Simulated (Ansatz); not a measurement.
Zinc-blende InN (metastable phase)

All values below come from PBE0 in Ansatz (PAW).

Settings: plane-wave cutoff 460 eV, 10×10×10 k mesh, Fermi–Dirac smearing 0.01 eV, scalar-relativistic PAW data made under PBE.

Cell (relaxed at this level):

```
CELL_PARAMETERS angstrom
      0.00000     2.49098     2.49098
      2.49098     0.00000     2.49098
      2.49098     2.49098     0.00000
ATOMIC_POSITIONS crystal
  In 0.00000 0.00000 0.00000
  N  0.25000 0.25000 0.25000
```

| Item | Value |
|---|---|
| bulk modulus B0 | 145 GPa |
| band gap | 1.06 eV (on the SCF k mesh) |
| pressure derivative B′ of the bulk modulus | 4.5 |

Measured, for comparison: band gap 0.61 eV (low temperature, zero-point motion not removed, photoluminescence, epilayer; as tabulated in Schörmann, As, Lischka, Schley, Goldhahn et al., Appl. Phys. Lett. 89, 261903 …).

Spin–orbit coupling is not included.

Static lattice: no zero-point or thermal effects.

Cost on a shared machine: about 16 core-minutes (a rough figure).

Ansatz is an electronic-structure program.
